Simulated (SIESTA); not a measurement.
A run of SIESTA 5.4.2 is set up as follows.

Contents of Si2Ni.fdf:

```
SystemName                      Si2Ni
SystemLabel                     Si2Ni
NumberOfSpecies                 2
NumberOfAtoms                   3
%block ChemicalSpeciesLabel
  1  28 Ni
  2  14 Si
%endblock ChemicalSpeciesLabel

LatticeConstant                 1.0 Ang
%block LatticeVectors
     0.0000000000     2.7030000000     2.7030000000
     2.7030000000     0.0000000000     2.7030000000
     2.7030000000     2.7030000000     0.0000000000
%endblock LatticeVectors
AtomicCoordinatesFormat         Fractional
%block AtomicCoordinatesAndAtomicSpecies
     0.0049260000     0.0098940000    -0.0046020000  1  Ni
     0.7533160000     0.7508790000     0.7664170000  2  Si
     0.2446960000     0.2529610000     0.2551780000  2  Si
%endblock AtomicCoordinatesAndAtomicSpecies

%block kgrid.MonkhorstPack
    9   0   0  0.0
    0   9   0  0.0
    0   0   9  0.0
%endblock kgrid.MonkhorstPack
XC.Functional                   GGA
XC.Authors                      PBE
PAO.BasisSize                   DZP
PAO.EnergyShift                 0.003 Ry
Mesh.Cutoff                     800 Ry
Spin                            polarized
%block DM.InitSpin
    1   1.000
    2   0.000
    3   0.000
%endblock DM.InitSpin
OccupationFunction              FD
ElectronicTemperature           0.05 eV
MaxSCFIterations                200
SCF.MustConverge                false
SCF.Mixer.Method                Pulay
SCF.Mixer.Weight                0.1
SCF.Mixer.History               10
SCF.DM.Tolerance                5.0e-05
SCF.H.Tolerance                 1.0e-03 eV
WriteForces                     true
Charge.Mulliken                 end
%block PAO.Basis
  Ni 5
  n=3 0 2
    2.432 0.000
  n=4 0 2
    7.095 0.000
  n=3 1 2
    2.716 0.000
  n=4 1 1
    7.095
  n=3 2 2
    4.466 0.000
%endblock PAO.Basis
```

Potentials or basis: PseudoDojo 0.4 standard (PBE files), DZP (energy shift 0.003 Ry; two zetas on semicore shells).

The run is started by

```sh
$ siesta Si2Ni.fdf > Si2Ni.out 2>&1
```

Task: What does it give for the net moment?

Result: 0.00 μB per cell.

Task: Estimate the largest force.

Result: 0.508 eV/Å.

Task: Estimate the band gap on the k mesh.

Result: None (metal or under the smearing width).

Task: Estimate the pressure.

Result: 4.1 GPa.

Forces in eV/Å, atoms in the order of the input:
```
Ni   0.196  0.274 -0.379
Si  -0.227 -0.436  0.069
Si   0.032  0.163  0.309
```

Caveat: short orbitals over semicore shells can move pressures by several GPa; the basis of atomic orbitals isn't converged, which shifts pressures, moduli and gaps.
